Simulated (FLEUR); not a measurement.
# Pb (C2/m) in FLEUR: further runs

One crystal, Pb, is run at these levels: SCAN, TPSS; tasks: single point.

All numbers are computed with FLEUR MaX-R8.1 (later development tree); they aren't measurements. Logs are shortened: lines on timing, memory, paths and dates and some standing lists are left out, and cuts for length are marked.

### 1 Starting point

Symmetry: C2/m, No. 12, monoclinic system. Conventional cell: a = 6.077 Å, b = 3.501 Å, c = 6.452 Å, α = 90.00°, β = 109.14°, γ = 90.00°. Pb (site symmetry m) has 10 Pb at 3.34 to 3.51 Å as nearest neighbours.

This isn't the form of Pb at room conditions, which is fcc.

### 2 Single point, SCAN

The input, inp.xml:

```xml
<?xml version="1.0" encoding="UTF-8" standalone="no"?>
<fleurInput fleurInputVersion="0.39">
   <comment>
      Pb                                                                                                  
   </comment>
   <calculationSetup>
      <cutoffs Kmax="4.1" Gmax="12.7" GmaxXC="12.7" numbands="0"/>
      <scfLoop itmax="80" minDistance="0.0001" maxIterBroyd="30" imix="Anderson" alpha="0.05" precondParam="0.0" spinf="2.0" sdNocoIR="T"/>
      <coreElectrons ctail="F" frcor="F" kcrel="0" coretail_lmax="0"/>
      <xcFunctional name="LibXC" relativisticCorrections="F">
         <LibXCName exchange="mgga_x_scan" correlation="mgga_c_scan"/>
         <AuxGGA exchange="117" correlation="130"/>
      </xcFunctional>
      <magnetism jspins="1"/>
      <soc l_soc="F" theta="0.0" phi="0.0" spav="F"/>
      <expertModes spex="0" secvar="F"/>
      <geometryOptimization l_f="F" forcealpha="1.0" forcemix="BFGS" epsdisp="0.00001" epsforce="0.00001"/>
      <ldaU l_linMix="F" mixParam="0.05" spinf="1.0"/>
   </calculationSetup>
   <cell>
      <bzIntegration valenceElectrons="40.0" mode="hist" fermiSmearingEnergy="0.00183747">
         <kPointListSelection listName="default-1"/>
         <!-- k-points included here -->
         <xi:include xmlns:xi="http://www.w3.org/2001/XInclude" href="kpts.xml"> </xi:include>
      </bzIntegration>
      <!-- symmetry operations included here -->
      <xi:include xmlns:xi="http://www.w3.org/2001/XInclude" href="sym.xml"> </xi:include>
      <bulkLattice scale="1.0">
         <bravaisMatrix>
            <row-1>    5.7421346778585098    -3.3076253548208268     0.0000000000000000</row-1>
            <row-2>    5.7421346778585098     3.3076253548208268     0.0000000000000000</row-2>
            <row-3>   -3.9976450116989692     0.0000000000000000    11.5183056672373496</row-3>
         </bravaisMatrix>
      </bulkLattice>
   </cell>
   <atomSpecies>
      <species name="Lead (Pb)" element="Pb" atomicNumber="82">
         <mtSphere radius="2.66" gridPoints="879" logIncrement="0.015"/>
         <atomicCutoffs lmax="10" lnonsphr="10"/>
         <electronConfig flipSpins="F">
            <coreConfig>(1s1/2) (2s1/2) (2p1/2) (2p3/2) (3s1/2) (3p1/2) (3p3/2) (4s1/2) (3d3/2) (3d5/2) (4p1/2) (4p3/2) (4d3/2) (4d5/2) (4f5/2) (4f7/2) (5s1/2)</coreConfig>
            <valenceConfig>(5p1/2) (5p3/2) (6s1/2) (5d3/2) (5d5/2) (6p1/2) (6p3/2)</valenceConfig>
            <stateOccupation state="(6p1/2)" spinUp="0.333333" spinDown="0.333333"/>
            <stateOccupation state="(6p3/2)" spinUp="0.666667" spinDown="0.666667"/>
         </electronConfig>
         <energyParameters s="6" p="6" d="5" f="5"/>
         <lo type="SCLO" l="1" n="5" eDeriv="0"/>
         <lo type="SCLO" l="1" n="5" eDeriv="1"/>
         <lo type="SCLO" l="0" n="6" eDeriv="2"/>
         <lo type="SCLO" l="2" n="5" eDeriv="2"/>
         <lo type="SCLO" l="3" n="5" eDeriv="2"/>
      </species>
   </atomSpecies>
   <atomGroups>
      <atomGroup species="Lead (Pb)">
         <relPos label="                   1">-.0914915900 -.0914915900 -.2737078000</relPos>
         <relPos label="                   2">.0914915900 .0914915900 .2737078000</relPos>
         <force calculate="T" relaxXYZ="TTT"/>
      </atomGroup>
   </atomGroups>
   <output dos="F" band="F" slice="F">
      <checks vchk="F" cdinf="F"/>
      <bandDOS minEnergy="-.5*Htr" maxEnergy="0.5*Htr" sigma="0.015" storeEVData="T"/>
      <vacuumDOS vacdos="F" integ="F" star="F" nstars="0" locx1="0.0" locy1="0.0" locx2="0.0" locy2="0.0" nstm="0" tworkf="0.0"/>
      <unfoldingBand unfoldBand="F" supercellX="1" supercellY="1" supercellZ="1"/>
      <plotting iplot="0" polar="F">
         <plot TwoD="T" vec1="  1.0  0.0  0.0" vec2="  0.0  1.0  0.0" vec3="  0.0  0.0  1.0" zero="  0.0  0.0  0.0" file="plot"/>
      </plotting>
      <chargeDensitySlicing numkpt="0" minEigenval="0.0" maxEigenval="0.0" nnne="0" pallst="F"/>
      <specialOutput eonly="F"/>
      <moessbauerParams electricFieldGradient="T" isomerShift="T" coreHyperfine="T" valenceHyperfine="T"/>
      <magneticCircularDichroism mcd="F" energyLo="-10.0" energyUp="0.0"/>
   </output>
  <!-- We include the file relax.xml here to enable relaxations (see documentation) -->
  <xi:include xmlns:xi="http://www.w3.org/2001/XInclude" href="relax.xml"> <xi:fallback/> </xi:include>
</fleurInput>
```

The input, crystal.txt:

```
Pb
&input cartesian=F /
3.0386068135  -1.7503199600  0.0000000000
3.0386068135  1.7503199600  0.0000000000
-2.1154626375  0.0000000000  6.0952248674
1.8897261246
1.0 1.0 1.0

2
82 0.9085084100  0.9085084100  0.7262922000
82 0.0914915900  0.0914915900  0.2737078000

&kpt div1=9 div2=9 div3=5 gamma=T /
```

Potentials or basis: all-electron, FLAPW.

Started as:

```console
$ inpgen -f crystal.txt -profile fastHighL
$ # inp.xml edited to the form shown
$ fleur_MPI
```

What it wrote:

```text
Welcome to FLEUR        (www.flapw.de)
      MaX-Release 8.1          (www.max-centre.eu)
 func_ids         267         263         267         263
 MetaGGA potential functional detected - V_tau will be computed
 Auxiliary Potential for radial basis: exchange=         117  correlation=         130
The functional 'SCAN exchange of Sun, Ruzsinszky, and Perdew' is an exchange functional, it belongs to the 'MGGA' family and is defined in the reference(s):
[1] J. Sun, A. Ruzsinszky, and J. P. Perdew.,  Phys. Rev. Lett. 115, 036402 (2015)
The functional 'SCAN correlation of Sun, Ruzsinszky, and Perdew' is a correlation functional, it belongs to the 'MGGA' family and is defined in the reference(s):
[1] J. Sun, A. Ruzsinszky, and J. P. Perdew.,  Phys. Rev. Lett. 115, 036402 (2015)
 Using same functional for VXC and EXC

 ========== k-point set info ==========
 Selected k-point list: default-1
 k-point list type: mesh
 9 x 9 x 5
 Number of k points: 115

 ------------Calculation Setup---------------------------
 Number of MPI-tasks      :            1
 Number of PE/node        :            1
 Number of OMP-threads    :            1
 Most efficient MPI parallelization for:
           1           5          23         115
 Additional eigenvalue parallelization possible
 Number of basis functions:          604
 Approximate size of matrices (H+S) per k-point:         0.005 GB
 --------------------------------------------------------
The functional 'Hammer, Hansen, and Norskov' is an exchange functional, it belongs to the 'GGA' family and is defined in the reference(s):
[1] B. Hammer, L. B. Hansen, and J. K. Nørskov.,  Phys. Rev. B 59, 7413 (1999)
The functional 'Perdew, Burke & Ernzerhof' is a correlation functional, it belongs to the 'GGA' family and is defined in the reference(s):
[1] J. P. Perdew, K. Burke, and M. Ernzerhof.,  Phys. Rev. Lett. 77, 3865 (1996)
[2] J. P. Perdew, K. Burke, and M. Ernzerhof.,  Phys. Rev. Lett. 78, 1396 (1997)
 Using same functional for VXC and EXC
 Using auxiliary GGA potential for the first iteration of MetaGGA calculation.
 Reset of history
 Reset of history
 Iteration:     1   Distance:      52.00671112 me/bohr^3
The functional 'Hammer, Hansen, and Norskov' is an exchange functional, it belongs to the 'GGA' family and is defined in the reference(s):
[1] B. Hammer, L. B. Hansen, and J. K. Nørskov.,  Phys. Rev. B 59, 7413 (1999)
The functional 'Perdew, Burke & Ernzerhof' is a correlation functional, it belongs to the 'GGA' family and is defined in the reference(s):
[1] J. P. Perdew, K. Burke, and M. Ernzerhof.,  Phys. Rev. Lett. 77, 3865 (1996)
[2] J. P. Perdew, K. Burke, and M. Ernzerhof.,  Phys. Rev. Lett. 78, 1396 (1997)
 Using same functional for VXC and EXC
 Iteration:     2   Distance:      49.36092811 me/bohr^3
The functional 'Hammer, Hansen, and Norskov' is an exchange functional, it belongs to the 'GGA' family and is defined in the reference(s):
[1] B. Hammer, L. B. Hansen, and J. K. Nørskov.,  Phys. Rev. B 59, 7413 (1999)
The functional 'Perdew, Burke & Ernzerhof' is a correlation functional, it belongs to the 'GGA' family and is defined in the reference(s):
[1] J. P. Perdew, K. Burke, and M. Ernzerhof.,  Phys. Rev. Lett. 77, 3865 (1996)
[2] J. P. Perdew, K. Burke, and M. Ernzerhof.,  Phys. Rev. Lett. 78, 1396 (1997)
 Using same functional for VXC and EXC
 Iteration:     3   Distance:      46.87314799 me/bohr^3
The functional 'Hammer, Hansen, and Norskov' is an exchange functional, it belongs to the 'GGA' family and is defined in the reference(s):
[1] B. Hammer, L. B. Hansen, and J. K. Nørskov.,  Phys. Rev. B 59, 7413 (1999)
The functional 'Perdew, Burke & Ernzerhof' is a correlation functional, it belongs to the 'GGA' family and is defined in the reference(s):
[1] J. P. Perdew, K. Burke, and M. Ernzerhof.,  Phys. Rev. Lett. 77, 3865 (1996)
[2] J. P. Perdew, K. Burke, and M. Ernzerhof.,  Phys. Rev. Lett. 78, 1396 (1997)
 Using same functional for VXC and EXC
 Iteration:     4   Distance:       1.62261836 me/bohr^3
The functional 'Hammer, Hansen, and Norskov' is an exchange functional, it belongs to the 'GGA' family and is defined in the reference(s):
[1] B. Hammer, L. B. Hansen, and J. K. Nørskov.,  Phys. Rev. B 59, 7413 (1999)
The functional 'Perdew, Burke & Ernzerhof' is a correlation functional, it belongs to the 'GGA' family and is defined in the reference(s):
[1] J. P. Perdew, K. Burke, and M. Ernzerhof.,  Phys. Rev. Lett. 77, 3865 (1996)
[2] J. P. Perdew, K. Burke, and M. Ernzerhof.,  Phys. Rev. Lett. 78, 1396 (1997)
 Using same functional for VXC and EXC
 Iteration:     5   Distance:       0.48791661 me/bohr^3
The functional 'Hammer, Hansen, and Norskov' is an exchange functional, it belongs to the 'GGA' family and is defined in the reference(s):
[1] B. Hammer, L. B. Hansen, and J. K. Nørskov.,  Phys. Rev. B 59, 7413 (1999)
The functional 'Perdew, Burke & Ernzerhof' is a correlation functional, it belongs to the 'GGA' family and is defined in the reference(s):
[1] J. P. Perdew, K. Burke, and M. Ernzerhof.,  Phys. Rev. Lett. 77, 3865 (1996)
[2] J. P. Perdew, K. Burke, and M. Ernzerhof.,  Phys. Rev. Lett. 78, 1396 (1997)
 Using same functional for VXC and EXC
 Iteration:     6   Distance:       0.42967653 me/bohr^3
The functional 'Hammer, Hansen, and Norskov' is an exchange functional, it belongs to the 'GGA' family and is defined in the reference(s):
[1] B. Hammer, L. B. Hansen, and J. K. Nørskov.,  Phys. Rev. B 59, 7413 (1999)
The functional 'Perdew, Burke & Ernzerhof' is a correlation functional, it belongs to the 'GGA' family and is defined in the reference(s):
[1] J. P. Perdew, K. Burke, and M. Ernzerhof.,  Phys. Rev. Lett. 77, 3865 (1996)
[2] J. P. Perdew, K. Burke, and M. Ernzerhof.,  Phys. Rev. Lett. 78, 1396 (1997)
 Using same functional for VXC and EXC
[... 12 lines left out ...]
[2] J. P. Perdew, K. Burke, and M. Ernzerhof.,  Phys. Rev. Lett. 78, 1396 (1997)
 Using same functional for VXC and EXC
 Iteration:     9   Distance:       0.04114868 me/bohr^3
The functional 'Hammer, Hansen, and Norskov' is an exchange functional, it belongs to the 'GGA' family and is defined in the reference(s):
[1] B. Hammer, L. B. Hansen, and J. K. Nørskov.,  Phys. Rev. B 59, 7413 (1999)
The functional 'Perdew, Burke & Ernzerhof' is a correlation functional, it belongs to the 'GGA' family and is defined in the reference(s):
[1] J. P. Perdew, K. Burke, and M. Ernzerhof.,  Phys. Rev. Lett. 77, 3865 (1996)
[2] J. P. Perdew, K. Burke, and M. Ernzerhof.,  Phys. Rev. Lett. 78, 1396 (1997)
 Using same functional for VXC and EXC
 Iteration:    10   Distance:       0.00682708 me/bohr^3
The functional 'Hammer, Hansen, and Norskov' is an exchange functional, it belongs to the 'GGA' family and is defined in the reference(s):
[1] B. Hammer, L. B. Hansen, and J. K. Nørskov.,  Phys. Rev. B 59, 7413 (1999)
The functional 'Perdew, Burke & Ernzerhof' is a correlation functional, it belongs to the 'GGA' family and is defined in the reference(s):
[1] J. P. Perdew, K. Burke, and M. Ernzerhof.,  Phys. Rev. Lett. 77, 3865 (1996)
[2] J. P. Perdew, K. Burke, and M. Ernzerhof.,  Phys. Rev. Lett. 78, 1396 (1997)
 Using same functional for VXC and EXC
 Iteration:    11   Distance:       0.00104384 me/bohr^3
The functional 'Hammer, Hansen, and Norskov' is an exchange functional, it belongs to the 'GGA' family and is defined in the reference(s):
[1] B. Hammer, L. B. Hansen, and J. K. Nørskov.,  Phys. Rev. B 59, 7413 (1999)
The functional 'Perdew, Burke & Ernzerhof' is a correlation functional, it belongs to the 'GGA' family and is defined in the reference(s):
[1] J. P. Perdew, K. Burke, and M. Ernzerhof.,  Phys. Rev. Lett. 77, 3865 (1996)
[2] J. P. Perdew, K. Burke, and M. Ernzerhof.,  Phys. Rev. Lett. 78, 1396 (1997)
 Using same functional for VXC and EXC
 Iteration:    12   Distance:       0.00078234 me/bohr^3
The functional 'Hammer, Hansen, and Norskov' is an exchange functional, it belongs to the 'GGA' family and is defined in the reference(s):
[1] B. Hammer, L. B. Hansen, and J. K. Nørskov.,  Phys. Rev. B 59, 7413 (1999)
The functional 'Perdew, Burke & Ernzerhof' is a correlation functional, it belongs to the 'GGA' family and is defined in the reference(s):
[1] J. P. Perdew, K. Burke, and M. Ernzerhof.,  Phys. Rev. Lett. 77, 3865 (1996)
[2] J. P. Perdew, K. Burke, and M. Ernzerhof.,  Phys. Rev. Lett. 78, 1396 (1997)
 Using same functional for VXC and EXC
 Iteration:    13   Distance:       0.00009273 me/bohr^3

 ********************************************************************
 Run finished successfully
 Stop message:
   all done
 ********************************************************************
```

Wall time 3.7 min (1 thread of Arm Neoverse V1, shared host); peak memory 0.14 GiB.

What came out:

```
Free energy                                           : -1138908.2850 eV
Band gap on the k mesh                                : none (metal or under the smearing width)
Valence electrons inside the program's atomic spheres : Pb 18.05 (radii Pb 2.66 bohr)
```

Core levels (eV from the Fermi level):
```csv
atom,levels
1 Pb,"1s1/2 -87981.3, 2s1/2 -15719.1, 2p1/2 -15092.1, 2p3/2 -12902.2, 3s1/2 -3769.7, 3p1/2 -3487.5, 3p3/2 -2998.8, 4s1/2 -850.2, 3d3/2 -2536.4, 3d5/2 -2432.4, 4p1/2 -728.2, 4p3/2 -608.6, 4d3/2 -410.1, 4d5/2 -387.8, 4f5/2 -131.0, 4f7/2 -125.9, 5s1/2 -139.2"
2 Pb,"1s1/2 -87981.3, 2s1/2 -15719.1, 2p1/2 -15092.1, 2p3/2 -12902.2, 3s1/2 -3769.7, 3p1/2 -3487.5, 3p3/2 -2998.8, 4s1/2 -850.2, 3d3/2 -2536.4, 3d5/2 -2432.4, 4p1/2 -728.2, 4p3/2 -608.6, 4d3/2 -410.1, 4d5/2 -387.8, 4f5/2 -131.0, 4f7/2 -125.9, 5s1/2 -139.2"
```

Caveat: the meta-GGA is that of a development version, with a GGA for the radial functions and cores and without core tails.

### 3 Single point, TPSS

Changes to inp.xml since step 2:

```diff
@@ -10,3 +10,3 @@
       <xcFunctional name="LibXC" relativisticCorrections="F">
-         <LibXCName exchange="mgga_x_scan" correlation="mgga_c_scan"/>
+         <LibXCName exchange="mgga_x_tpss" correlation="mgga_c_tpss"/>
          <AuxGGA exchange="117" correlation="130"/>
```

crystal.txt is that of step 2.

Potentials or basis: all-electron, FLAPW.

Started as:

```console
$ inpgen -f crystal.txt -profile fastHighL
$ # inp.xml edited to the form shown
$ fleur_MPI
```

Wall time 4 min (1 thread of Arm Neoverse V1, shared host); peak memory 0.14 GiB.

The run converged. Its results:

| Quantity | Value |
| --- | --- |
| Free energy | -1138880.9208 eV |
| Band gap on the k mesh | none (metal or under the smearing width) |
| Valence electrons inside the program's atomic spheres | Pb 17.99 (radii Pb 2.66 bohr) |

Levels at points of the mesh, in eV from the Fermi level:
```tsv
k point	band 16	band 17	band 18	band 19	band 20	band 21	band 22	band 23	band 24	band 25
(0.00, 0.00, 0.00)	-16.96	-11.52	-8.40	-4.02	6.29	6.52	6.57	6.60	6.72	9.23
```

Core levels (eV from the Fermi level):
| atom | levels |
| --- | --- |
| 1 Pb | 1s1/2 -87981.9, 2s1/2 -15719.7, 2p1/2 -15092.7, 2p3/2 -12902.8, 3s1/2 -3770.3, 3p1/2 -3488.1, 3p3/2 -2999.4, 4s1/2 -850.8, 3d3/2 -2537.0, 3d5/2 -2433.0, 4p1/2 -728.7, 4p3/2 -609.1, 4d3/2 -410.7, 4d5/2 -388.4, 4f5/2 -131.5, 4f7/2 -126.5, 5s1/2 -139.7 |
| 2 Pb | 1s1/2 -87981.9, 2s1/2 -15719.7, 2p1/2 -15092.7, 2p3/2 -12902.8, 3s1/2 -3770.3, 3p1/2 -3488.1, 3p3/2 -2999.4, 4s1/2 -850.8, 3d3/2 -2537.0, 3d5/2 -2433.0, 4p1/2 -728.7, 4p3/2 -609.1, 4d3/2 -410.7, 4d5/2 -388.4, 4f5/2 -131.5, 4f7/2 -126.5, 5s1/2 -139.7 |

Caveat: the meta-GGA is that of a development version, with a GGA for the radial functions and cores and without core tails.
